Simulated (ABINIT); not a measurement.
# Co (P-3m1) in ABINIT: reference runs

Aim: a first look at Co with PBE, on the cell as given.

All numbers are computed with ABINIT 10.8.3 (patched build); they aren't measurements. Logs are shortened: lines on timing, memory, paths and dates and some standing lists are left out, and cuts for length are marked. The log counts tension as positive stress, the text compression.

## (1) Starting point

It takes space group P-3m1 (No. 164, trigonal). The conventional cell has a = 2.487 Å, b = 2.487 Å, c = 4.063 Å, α = 90.00°, β = 90.00°, γ = 120.00°. Co (site symmetry 3m) is surrounded by 12 Co at 2.42 to 2.55 Å.

## (2) Single point, PBE, collinear spin, ferromagnetic start

Contents of run.abi:

```
# Pseudopotentials
pp_dirpath "./"
pseudos "Co.GGA_PBE-JTH.xml"

# Structure
acell 3*1.0
rprim
     4.7004383835     0.0000000000     0.0000000000
    -2.3502191917     4.0706990490     0.0000000000
     0.0000000000     0.0000000000     7.6785043265
ntypat 1
znucl 27
natom 2
typat 1 1
xred
     0.3333333333     0.6666666667     0.7401390000
     0.6666666667     0.3333333333     0.2598610000

# Plane-wave basis
ecut 26.0
pawecutdg 48.0
pawxcdev 0

# k points
kptopt 1
ngkpt 12 12 7
nshiftk 1
shiftk 0.0 0.0 0.0

# Exchange and correlation
ixc 11

# Bands and occupations
nband 22
occopt 3
tsmear 0.05 eV

# Spin
nsppol 2
spinat
     0.0000000000     0.0000000000     2.0000000000
     0.0000000000     0.0000000000     2.0000000000

# SCF cycle
nstep 100
tolvrs 1.0e-9

# Output
iomode 3
prtwf 0
prtden 0
prteig 0
prtebands 0
enunit 1
```

Potentials or basis: JTH PAW PBE v2.0.

The run is started by

```bash
$ abinit run.abi > log 2>&1
```

run.abo:

```text
.Version 10.8.3 of ABINIT
 Symmetries : space group P-3 m 1 (#164); Bravais hP (primitive hexag.)
================================================================================
 Values of the parameters that define the memory need of the present run
     intxc =       0    ionmov =       0      iscf =      17    lmnmax =      18
     lnmax =       6     mgfft =      36  mpssoang =       3    mqgrid =    3001
     natom =       2  nloc_mem =       2    nspden =       2   nspinor =       1
    nsppol =       2      nsym =      12    n1xccc =       1    ntypat =       1
    occopt =       3   xclevel =       2
       mpw =         960          nfft =       20736          nkpt =         112
 PAW method is used; the additional fine FFT grid is defined by:
   mgfftf=        48    nfftf =     43200
================================================================================
================================================================================

--------------------------------------------------------------------------------
------------- Echo of variables that govern the present computation ------------
--------------------------------------------------------------------------------
 -outvars: echo values of preprocessed input variables --------
            acell      1.0000000000E+00  1.0000000000E+00  1.0000000000E+00 Bohr
              amu      5.89332000E+01
             ecut      2.60000000E+01 Hartree
           enunit           1
                       outvar_i_n : Printing only first  50 k-points.
              ixc          11
                       outvar_i_n : Printing only first  50 k-points.
         kptrlatt       12    0    0      0   12    0      0    0    7
          kptrlen      5.37495303E+01
            natom           2
            nband          22
            ngfft          24      24      36
          ngfftdg          30      30      48
             nkpt         112
           nspden           2
           nsppol           2
            nstep         100
             nsym          12
           ntypat           1
                       prtocc : prtvol=0, do not print more k-points.
                       1.000000  1.000000  1.000000  1.000000  1.000000  1.000000
                       1.000000  1.000000  1.000000  1.000000  1.000000  1.000000
                       1.000000  1.000000  1.000000  1.000000  1.000000  0.000000
                       0.000000  0.000000  0.000000  0.000000
                       1.000000  1.000000  1.000000  1.000000  1.000000  1.000000
                       1.000000  1.000000  1.000000  1.000000  1.000000  1.000000
                       1.000000  1.000000  1.000000  1.000000  1.000000  0.000000
                       0.000000  0.000000  0.000000  0.000000
                       1.000000  1.000000  1.000000  1.000000  1.000000  1.000000
                       1.000000  1.000000  1.000000  1.000000  1.000000  1.000000
                       1.000000  1.000000  1.000000  1.000000  1.000000  0.000000
                       0.000000  0.000000  0.000000  0.000000
                       1.000000  1.000000  1.000000  1.000000  1.000000  1.000000
                       1.000000  1.000000  1.000000  1.000000  1.000000  1.000000
                       1.000000  1.000000  1.000000  1.000000  1.000000  0.000000
                       0.000000  0.000000  0.000000  0.000000
                       1.000000  1.000000  1.000000  1.000000  1.000000  1.000000
[... 168 lines left out ...]
                       1.000000  1.000000  1.000000  1.000000  1.000000  1.000000
                       1.000000  1.000000  1.000000  1.000000  1.000000  0.000000
                       0.000000  0.000000  0.000000  0.000000
                       1.000000  1.000000  1.000000  1.000000  1.000000  1.000000
                       1.000000  1.000000  1.000000  1.000000  1.000000  1.000000
                       1.000000  1.000000  1.000000  1.000000  1.000000  0.000000
                       0.000000  0.000000  0.000000  0.000000
                       1.000000  1.000000  1.000000  1.000000  1.000000  1.000000
                       1.000000  1.000000  1.000000  1.000000  1.000000  1.000000
                       1.000000  1.000000  1.000000  1.000000  1.000000  0.000000
                       0.000000  0.000000  0.000000  0.000000
                       1.000000  1.000000  1.000000  1.000000  1.000000  1.000000
                       1.000000  1.000000  1.000000  1.000000  1.000000  1.000000
                       1.000000  1.000000  1.000000  1.000000  1.000000  0.000000
                       0.000000  0.000000  0.000000  0.000000
                       prtocc : prtvol=0, do not print more k-points.
           occopt           3
        pawecutdg      4.80000000E+01 Hartree
         pawxcdev           0
           prtden           0
        prtebands           0
           prteig           0
            prtwf           0
            rprim      4.7004383835E+00  0.0000000000E+00  0.0000000000E+00
                      -2.3502191917E+00  4.0706990490E+00  0.0000000000E+00
                       0.0000000000E+00  0.0000000000E+00  7.6785043265E+00
          spgroup         164
           spinat      0.0000000000E+00  0.0000000000E+00  2.0000000000E+00
[... 113 lines left out ...]
- [  0.00000000E+00,   0.00000000E+00,   2.79501249E-05, ]
pressure_GPa:   1.0412E+00
xred      :
- [  3.3333E-01,   6.6667E-01,   7.4014E-01, Co]
- [  6.6667E-01,   3.3333E-01,   2.5986E-01, Co]
cartesian_forces: # hartree/bohr
- [ -2.14818678E-29,   3.26600803E-28,   9.75740412E-03, ]
- [  2.14818678E-29,  -3.26600803E-28,  -9.75740412E-03, ]
force_length_stats: {min:   9.75740412E-03, max:   9.75740412E-03, mean:   9.75740412E-03, }
...

 Integrated electronic and magnetization densities in atomic spheres:
 ------------------------------------------------------------------------------------------------------------
 Radius=ratsph(iatom), smearing ratsm=  0.0000. Diff(up-dn)=approximate z local magnetic moment.
    Atom    Radius    up_density   dn_density  Total(up+dn)  Diff(up-dn)
    1 Co   2.10903     8.627535     6.911950     15.539485     1.715585
    2 Co   2.10903     8.627535     6.911950     15.539485     1.715585
 ------------------------------------------------------------------------------------------------------------
  Sum:                17.255070    13.823900     31.078970     3.431170
 Total magnetization (from the atomic spheres):                3.431170
 Total magnetization (exact up - dn):                          3.271818

================================================================================

 ----iterations are completed or convergence reached----

 Mean square residual over all n,k,spin=   60.082E-09; max=  16.645E-05
 reduced coordinates (array xred) for    2 atoms
       0.333333333333      0.666666666667      0.740139000000
       0.666666666667      0.333333333333      0.259861000000
 rms dE/dt=  4.3256E-02; max dE/dt=  7.4922E-02; dE/dt below (all hartree)
    1       0.000000000000     -0.000000000000     -0.074922269716
    2      -0.000000000000      0.000000000000      0.074922269716

 cartesian coordinates (angstrom) at end:
    1      0.00000000001764     1.43608077847596     3.00739902771960
    2      1.24368243606606     0.71804038923798     1.05589047292771

 cartesian forces (hartree/bohr) at end:
    1     -0.00000000000000     0.00000000000000     0.00975740411553
    2      0.00000000000000    -0.00000000000000    -0.00975740411553
 frms,max,avg= 5.6334399E-03 9.7574041E-03   0.000E+00  0.000E+00  0.000E+00 h/b

 cartesian forces (eV/Angstrom) at end:
    1     -0.00000000000000     0.00000000000000     0.50174589316268
    2      0.00000000000000    -0.00000000000000    -0.50174589316268
 frms,max,avg= 2.8968313E-01 5.0174589E-01   0.000E+00  0.000E+00  0.000E+00 e/A
 length scales=  1.000000000000  1.000000000000  1.000000000000 bohr
              =  0.529177210544  0.529177210544  0.529177210544 angstroms
 Fermi (or HOMO) energy (eV) =  14.14183   Average Vxc (eV)= -12.79153
 Eigenvalues (   eV  ) for nkpt= 112  k points, SPIN UP:
 kpt#   1, nband= 22, wtk=  0.00099, kpt=  0.0000  0.0000  0.0000 (reduced coord)
 -81.98796  -81.93151  -45.38290  -45.09635  -45.09635  -45.05937  -45.04908  -45.04908
   5.11486    8.91949   11.44128   11.49680   11.49680   11.79547   11.79547   12.20576
  12.20576   13.28050   13.28050   13.87599   20.19775   36.00323
 prteigrs : prtvol=0 or 1, do not print more k-points.

 Eigenvalues (   eV  ) for nkpt= 112  k points, SPIN DOWN:
 kpt#   1, nband= 22, wtk=  0.00099, kpt=  0.0000  0.0000  0.0000 (reduced coord)
 -79.89268  -79.83197  -43.35534  -43.05019  -43.05019  -43.00239  -42.99931  -42.99931
   5.10668    9.85891   13.05785   13.17422   13.17422   13.48563   13.48563   13.84495
  14.05514   14.05514   15.20896   15.20896   21.24661   35.69270
 prteigrs : prtvol=0 or 1, do not print more k-points.

--- !EnergyTerms
iteration_state     : {dtset: 1, }
comment             : Components of total free energy in Hartree
kinetic             :  2.35384073875408E+01
hartree             :  6.92197530653713E+01
xc                  : -6.29966529033256E+00
Ewald energy        : -1.99040221528915E+02
psp_core            :  6.99828667901885E+00
local_psp           : -2.38314208567447E+02
PAW spherical_terms :  5.10826589432944E+01
internal            : -2.92814989311469E+02
'-kT*entropy'       : -5.46976673322129E-04
total_energy        : -2.92815536288142E+02
total_energy_eV     : -7.96791665676071E+03
...

--- !EnergyTermsDC
iteration_state     : {dtset: 1, }
comment             : '"Double-counting" decomposition of free energy'
band_energy         : -2.36586930292972E+01
Ewald energy        : -1.99040221528915E+02
psp_core            :  6.99828667901885E+00
xc_dc               : -6.73121734093336E+01
PAW spherical_terms : -9.80219219210648E+00
internal            : -2.92814993480633E+02
'-kT*entropy'       : -5.46976673322129E-04
total_energy_dc     : -2.92815540457307E+02
total_energy_dc_eV  : -7.96791677020944E+03
...

--- !EnergyTermsWithPAWCore
iteration_state     : {dtset: 1, }
comment             : 'Components of total free energy, including PAW core contributions'
Total energy        : -2.78689812174010E+03
Total energy DC     : -2.78689812590927E+03
Total energy (eV)   : -7.58353612188690E+04
Total energy DC (eV): -7.58353613323177E+04
...

 Cartesian components of stress tensor (hartree/bohr^3)
  sigma(1 1)= -6.70598047E-05  sigma(3 2)=  0.00000000E+00
  sigma(2 2)= -6.70598039E-05  sigma(3 1)=  0.00000000E+00
  sigma(3 3)=  2.79501249E-05  sigma(2 1)= -5.84242512E-13

-Cartesian components of stress tensor (GPa)         [Pressure=  1.0412E+00 GPa]
- sigma(1 1)= -1.97296757E+00  sigma(3 2)=  0.00000000E+00
- sigma(2 2)= -1.97296755E+00  sigma(3 1)=  0.00000000E+00
- sigma(3 3)=  8.22321064E-01  sigma(2 1)= -1.71890082E-08

== END DATASET(S) ==============================================================
================================================================================

 -outvars: echo values of variables after computation  --------
            acell      1.0000000000E+00  1.0000000000E+00  1.0000000000E+00 Bohr
           etotal     -2.9281554046E+02
            fcart     -2.1481867781E-29  3.2660080319E-28  9.7574041155E-03
                       2.1481867781E-29 -3.2660080319E-28 -9.7574041155E-03
            rprim      4.7004383835E+00  0.0000000000E+00  0.0000000000E+00
                      -2.3502191917E+00  4.0706990490E+00  0.0000000000E+00
                       0.0000000000E+00  0.0000000000E+00  7.6785043265E+00
           strten     -6.7059804717E-05 -6.7059803912E-05  2.7950124871E-05
                       0.0000000000E+00  0.0000000000E+00 -5.8424251209E-13
           xangst      1.7639276104E-11  1.4360807785E+00  3.0073990277E+00
                       1.2436824361E+00  7.1804038924E-01  1.0558904729E+00
             xred      3.3333333333E-01  6.6666666667E-01  7.4013900000E-01
                       6.6666666667E-01  3.3333333333E-01  2.5986100000E-01
 Calculation completed.
```

Run time: 3.5 min. Hardware: 1 thread of Arm Neoverse V1, shared host; peak memory 0.21 GiB.

Results:

```yaml
Free_energy: -7967.9168 eV
Pressure: 1.0 GPa
Largest_force: 0.502 eV/Å
Band_gap_on_the_k_mesh: none (metal or under the smearing width)
Net_moment: 3.27 μB per cell
Site_moments: Co +1.72 μB
Valence_electrons_inside_the_program's_atomic_spheres: Co 15.54 (radii [1.1161] Å)
```

Forces on the atoms (eV/Å):
```
Co   0.000  0.000  0.502
Co   0.000  0.000 -0.502
```

Stress tensor (GPa, compression positive):
```
 1.97  0.00  0.00
 0.00  1.97  0.00
 0.00  0.00 -0.82
```

Levels at points of the mesh, in eV from the Fermi level:
Spin up:
| k point | band 15 | band 16 | band 17 | band 18 | band 19 | band 20 | band 21 | band 22 |
| --- | --- | --- | --- | --- | --- | --- | --- | --- |
| (0.00, 0.00, 0.00) | -2.35 | -1.94 | -1.94 | -0.86 | -0.86 | -0.27 | 6.06 | 21.86 |
| (0.50, 0.00, 0.00) | -2.24 | -0.71 | -0.70 | -0.53 | 1.25 | 3.26 | 9.34 | 10.30 |
Spin down:
```csv
k point,band 11,band 12,band 13,band 14,band 15,band 16,band 17,band 18,band 19,band 20
"(0.00, 0.00, 0.00)",-1.08,-0.97,-0.97,-0.66,-0.66,-0.30,-0.09,-0.09,1.07,1.07
"(0.50, 0.00, 0.00)",-3.29,-1.87,-1.10,-1.07,-0.65,1.22,1.31,1.38,2.52,4.26
```
